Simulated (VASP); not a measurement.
# C (P6_3/mmc) in VASP: settings compared

The runs below take C through single point, with vdW-DF2, optB88-vdW, optB86b-vdW, rev-vdW-DF2, SCAN.

Program: VASP 6.6.1. These are calculated values, not measurements. Logs are shortened: lines on timing, memory, paths and dates and some standing lists are left out, and cuts for length are marked.

**1. The structure**

The structure is hexagonal, space group P6_3/mmc (No. 194). Conventional cell: a = 2.461 Å, b = 2.461 Å, c = 6.708 Å, α = 90.00°, β = 90.00°, γ = 120.00°. C (site symmetry -6m2) has 3 C at 1.42 Å as nearest neighbours. Around C (site symmetry -6m2) lie 3 C at 1.42 Å.

The cell was built by a generator and needn't be a form met in nature.

**2. Single point, vdW-DF2**

Input file INCAR:

```
SYSTEM = C
  AGGAC = 0.0
  ALGO = Normal
  EDIFF = 1E-6
  ENCUT = 520
  GGA = ML
  ISIF = 2
  ISMEAR = -1
  LASPH = .True.
  LCHARG = .False.
  LREAL = .False.
  LUSE_VDW = .True.
  LWAVE = .False.
  NBANDS = 16
  NELM = 100
  PREC = Accurate
  SIGMA = 0.05
  ZAB_VDW = -1.8867
```

Input file KPOINTS:

```
k-points
0
Gamma
  16 16 4
  0 0 0
```

Input file POSCAR:

```
C
1.0
    2.4610000000      0.0000000000      0.0000000000
   -1.2305000000      2.1312885187      0.0000000000
    0.0000000000      0.0000000000      6.7080000000
C
4
Direct
    0.0000000000      0.0000000000      0.2500000000
    0.3333333333      0.6666666667      0.2500000000
    0.0000000000      0.0000000000      0.7500000000
    0.6666666667      0.3333333333      0.7500000000
```

Potentials or basis: VASP PAW PBE potentials, release 64 (C).

Started as:

```
$ cat potpaw_PBE.64/C/POTCAR > POTCAR
$ mpirun -np 1 vasp_std > vasp.out
```

OUTCAR:

```text
SYSTEM = C
   EDIFF = 1E-6
   ENCUT = 520
   GGA = ML
   ISIF = 2
   ISMEAR = -1
   LASPH = .True.
   LREAL = .False.
   NELM = 100
   PREC = Accurate

 ion  position               nearest neighbor table
   1  0.000  0.000  0.250-   2 1.42   2 1.42   2 1.42
   2  0.333  0.667  0.250-   1 1.42   1 1.42   1 1.42
   3  0.000  0.000  0.750-   4 1.42   4 1.42   4 1.42
   4  0.667  0.333  0.750-   3 1.42   3 1.42   3 1.42

  LATTYP: Found a hexagonal cell.
 ALAT       =     2.4610000000
 C/A-ratio  =     2.7257212515

  Lattice vectors:

 A1 = (   2.4610000000,   0.0000000000,   0.0000000000)
 A2 = (  -1.2305000000,   2.1312885187,   0.0000000000)
 A3 = (   0.0000000000,   0.0000000000,   6.7080000000)

Analysis of symmetry for initial positions (statically):
=====================================================================
 Subroutine PRICEL returns:
 Original cell was already a primitive cell.

 Routine SETGRP: Setting up the symmetry group for a
 hexagonal supercell.

 Subroutine GETGRP returns: Found 24 space group operations
 (whereof 12 operations were pure point group operations)
 out of a pool of 24 trial point group operations.

The static configuration has the point symmetry D_3d.
 The point group associated with its full space group is D_6h.

Analysis of symmetry for dynamics (positions and initial velocities):
=====================================================================
 Subroutine PRICEL returns:
 Original cell was already a primitive cell.

 Routine SETGRP: Setting up the symmetry group for a
 hexagonal supercell.

 Subroutine GETGRP returns: Found 24 space group operations
 (whereof 12 operations were pure point group operations)
 out of a pool of 24 trial point group operations.

The dynamic configuration has the point symmetry D_3d.
 The point group associated with its full space group is D_6h.

 Subroutine INISYM returns: Found 24 space group operations
 (whereof 12 operations are pure point group operations),
 and found     1 'primitive' translations

----------------------------------------------------------------------------------------

                                     Primitive cell

  volume of cell :      35.1841

  direct lattice vectors                    reciprocal lattice vectors
     2.461000000  0.000000000  0.000000000     0.406338887  0.234599866  0.000000000
    -1.230500000  2.131288519  0.000000000     0.000000000  0.469199731  0.000000000
     0.000000000  0.000000000  6.708000000     0.000000000  0.000000000  0.149075730

  length of vectors
     2.461000000  2.461000000  6.708000000     0.469199731  0.469199731  0.149075730

  position of ions in fractional coordinates (direct lattice)
     0.000000000  0.000000000  0.250000000
     0.333333333  0.666666667  0.250000000
     0.000000000  0.000000000  0.750000000
     0.666666667  0.333333333  0.750000000

  ion indices of the primitive-cell ions
   primitive index   ion index
                 1           1
                 2           2
                 3           3
                 4           4

----------------------------------------------------------------------------------------

 KPOINTS: k-points

Automatic generation of k-mesh.
 Grid dimensions read from file:
 generate k-points for:   16   16    4

 Generating k-lattice:

  Cartesian coordinates                     Fractional coordinates (reciprocal lattice)
     0.025396180  0.014662492  0.000000000     0.062500000  0.000000000  0.000000000
     0.000000000  0.029324983  0.000000000     0.000000000  0.062500000  0.000000000
     0.000000000  0.000000000  0.037268933     0.000000000  0.000000000  0.250000000

  Length of vectors
     0.029324983  0.029324983  0.037268933

  Shift w.r.t. Gamma in fractional coordinates (k-lattice)
     0.000000000  0.000000000  0.000000000

 Subroutine IBZKPT returns following result:
 ===========================================

 Found     90 irreducible k-points:

 Following reciprocal coordinates:
            Coordinates               Weight
  0.000000  0.000000  0.000000      1.000000
  0.062500  0.000000  0.000000      6.000000
  0.125000  0.000000  0.000000      6.000000
  0.187500 -0.000000  0.000000      6.000000
  0.250000  0.000000  0.000000      6.000000
  0.312500  0.000000  0.000000      6.000000
[... 16 lines left out ...]
  0.187500  0.187500  0.000000      6.000000
  0.250000  0.187500  0.000000     12.000000
 [... further k-points ...]
   k-points           NKPTS =     90   k-points in BZ     NKDIM =     90   number of bands    NBANDS=     16
   number of dos      NEDOS =    301   number of ions     NIONS =      4
   total plane-waves  NPLWV =  16200
   dimension x,y,z NGX =    18 NGY =   18 NGZ =   50
   dimension x,y,z NGXF=    36 NGYF=   36 NGZF=  100
   ions per type =               4
   NGX,Y,Z   is equivalent  to a cutoff of  12.16, 12.16, 12.39 a.u.
   NGXF,Y,Z  is equivalent  to a cutoff of  24.32, 24.32, 24.78 a.u.
 SYSTEM =  C
   PREC   = accura    normal or accurate (medium, high low for compatibility)
   ISTART =      0    job   : 0-new  1-cont  2-samecut
   ICHARG =      2    charge: 1-file 2-atom 10-const
   ISPIN  =      1    spin polarized calculation?
   LNONCOLLINEAR =      F non collinear calculations
   LSORBIT =      F    spin-orbit coupling
   LASPH  =      T    aspherical Exc in radial PAW
   ENCUT  =  520.0 eV  38.22 Ry    6.18 a.u.   4.58  4.58 12.47*2*pi/ulx,y,z
   NELM   =    100;   NELMIN=  2; NELMDL= -5     # of ELM steps
   EDIFF  = 0.1E-05   stopping-criterion for ELM
   LREAL  =      F    real-space projection
[... 7 lines left out ...]
   TEBEG  =    0.0;   TEEND  =   0.0 temperature during run
   PSTRESS=    0.0 pullay stress
   NELECT =      16.0000    total number of electrons
   NUPDOWN=      -1.0000    fix difference up-down
   EMIN   =  10.00;   EMAX   =-10.00  energy-range for DOS
   EFERMI =   0.00;   METHOD = LEGACY
   ISMEAR =    -1;   SIGMA  =   0.05  broadening in eV -4-tet -1-fermi 0-gaus
   EFERMI_NEDOS =   21; number of points for ismear=-14 and -15
   IALGO  =     38    algorithm
   IMIX   =      4    mixing-type and parameters
     AMIX     =   0.40;   BMIX     =  1.00
     AMIX_MAG =   1.60;   BMIX_MAG =  1.00
  volume/ion in A,a.u.               =       8.80        59.36
  Fermi-wavevector in a.u.,A,eV,Ry     =   1.258923  2.379020 21.563700  1.584887
  Thomas-Fermi vector in A             =   2.392508
   LORBIT       =      0    0 simple, 1 ext, 2 COOP (PROOUT), +10 PAW based schemes
   GGA     = ML    functional components
   LHFCALC =     F    Hartree Fock is set to
   AEXX    =    0.0000 exact exchange contribution
   IVDW_NL    =     1    kernel type
   BPARAM     = 6.3000
   IVDW    =     0    specifies the selected vdW correction
   LEPSILON=     F    determine dielectric tensor
   LRPA    =     F    only Hartree local field effects (RPA)
 non-spin polarized calculation
  energy-cutoff  :      520.00
  volume of cell :       35.18
 maximum number of plane-waves:       979
   NGX =  9   NGY =  9   NGZ = 25

 number of electron      15.9999994 magnetization

 Free energy of the ion-electron system (eV)
  ---------------------------------------------------
  ext. energy  EPLUGINS =         0.00000000
  ---------------------------------------------------
  free energy    TOTEN  =       -30.45366473 eV

  energy without entropy =      -30.45361699  energy(sigma->0) =      -30.45364086

 E-fermi :   4.6698     XC(G=0): -10.3499

 val. band max:        4.4013507503   @ k =   0.3125   0.3125   0.0000
 cond. band min:       4.9439876432   @ k =   0.3125   0.3125   0.0000
 fundamental gap:      0.5426368929
 Fermi energy:         4.6698186389

 k-point     1 :       0.0000    0.0000    0.0000
  band No.  band energies     occupation
      1     -14.9134      2.00000
      2     -14.6052      2.00000
      3      -3.8817      2.00000
      4      -1.8588      2.00000
      5       1.4058      2.00000
      6       1.4058      2.00000
[... 8 lines left out ...]
     15      15.8186      0.00000
     16      16.0262      0.00000

 k-point     2 :       0.0625    0.0000    0.0000
  band No.  band energies     occupation
      1     -14.8209      2.00000
      2     -14.5145      2.00000
      3      -3.7685      2.00000
      4      -1.7535      2.00000
      5       1.0428      2.00000
      6       1.0694      2.00000
[... 8 lines left out ...]
     15      15.4971      0.00000
     16      15.7245      0.00000

 k-point     3 :       0.1250    0.0000    0.0000
  band No.  band energies     occupation
      1     -14.5442      2.00000
      2     -14.2432      2.00000
      3      -3.4303      2.00000
      4      -1.4395      2.00000
      5       0.0632      2.00000
      6       0.1095      2.00000
[... 8 lines left out ...]
     15      14.8654      0.00000
     16      15.2232      0.00000

 k-point     4 :       0.1875   -0.0000    0.0000
  band No.  band energies     occupation
      1     -14.0851      2.00000
      2     -13.7931      2.00000
      3      -2.8715      2.00000
      4      -1.3108      2.00000
      5      -1.2399      2.00000
      6      -0.9238      2.00000
[... 8 lines left out ...]
     15      16.1194      0.00000
     16      16.1671      0.00000
[... 324 lines left out ...]
 k-point    22 :       0.4375    0.1250    0.0000
  band No.  band energies     occupation
      1      -9.4332      2.00000
      2      -9.3227      2.00000
      3      -8.3124      2.00000
      4      -8.2328      2.00000
      5      -2.9630      2.00000
      6      -2.8830      2.00000
[... 8 lines left out ...]
     15      17.7600      0.00000
     16      18.2008      0.00000

 k-point    23 :       0.1875    0.1875    0.0000
  band No.  band energies     occupation
      1     -12.4591      2.00000
      2     -12.1987      2.00000
      3      -3.9451      2.00000
      4      -3.8854      2.00000
      5      -2.4735      2.00000
      6      -2.4301      2.00000
[... 8 lines left out ...]
     15      16.5308      0.00000
     16      16.6729      0.00000

 k-point    24 :       0.2500    0.1875    0.0000
  band No.  band energies     occupation
      1     -11.5783      2.00000
      2     -11.3354      2.00000
      3      -5.1580      2.00000
      4      -5.0625      2.00000
      5      -3.2739      2.00000
      6      -3.2061      2.00000
[... 8 lines left out ...]
     15      17.1137      0.00000
     16      17.9485      0.00000

 [... further k-points ...]
[... 5 lines left out ...]
  --------------------------------------------------------------------------------------
  -------------------------------------------------------------------------------------
  Total        1.6530501      1.6530501      0.4672710     -0.0000000      0.0000000      0.0000000
  in kB       75.2748140     75.2748140     21.2780849     -0.0000000      0.0000000      0.0000000
  external PRESSURE =      57.2759043 kB  Pullay stress =       0.0000000 kB

 VOLUME and BASIS-vectors are now :
 -----------------------------------------------------------------------------
  energy-cutoff  :      520.00
  volume of cell :       35.18
      direct lattice vectors                 reciprocal lattice vectors
     2.461000000  0.000000000  0.000000000     0.406338887  0.234599866  0.000000000
    -1.230500000  2.131288519  0.000000000     0.000000000  0.469199731  0.000000000
     0.000000000  0.000000000  6.708000000     0.000000000  0.000000000  0.149075730

 POSITION                                       TOTAL-FORCE (eV/Angst)
 -----------------------------------------------------------------------------------
      0.00000      0.00000      1.67700        -0.000000      0.000000      0.000000
     -0.00000      1.42086      1.67700        -0.000000      0.000000     -0.000000
      0.00000      0.00000      5.03100         0.000000     -0.000000      0.000000
      1.23050      0.71043      5.03100         0.000000     -0.000000     -0.000000
 -----------------------------------------------------------------------------------
    total drift:                                0.000000     -0.000000      0.000000

  FREE ENERGIE OF THE ION-ELECTRON SYSTEM (eV)
  ---------------------------------------------------
  free  energy   TOTEN  =       -30.4536647256 eV

  energy  without entropy=      -30.4536169899  energy(sigma->0) =      -30.45364086

Total vdW correction in eV:      2.1611234
```

It took 37 s on 1 thread of Intel Xeon Platinum 8488C (Sapphire Rapids), shared host; peak memory 0.29 GiB.

Results:

```
Free energy            : -30.4537 eV
Pressure               : 5.7 GPa
Band gap on the k mesh : 0.54 eV, direct
```

Stress tensor (GPa, compression positive):
```
7.53 0.00 0.00
0.00 7.53 0.00
0.00 0.00 2.13
```

Caveat: the PAW data sets were made with another functional, which shifts forces and pressure a little.

(Continued in part 2 of 2.)
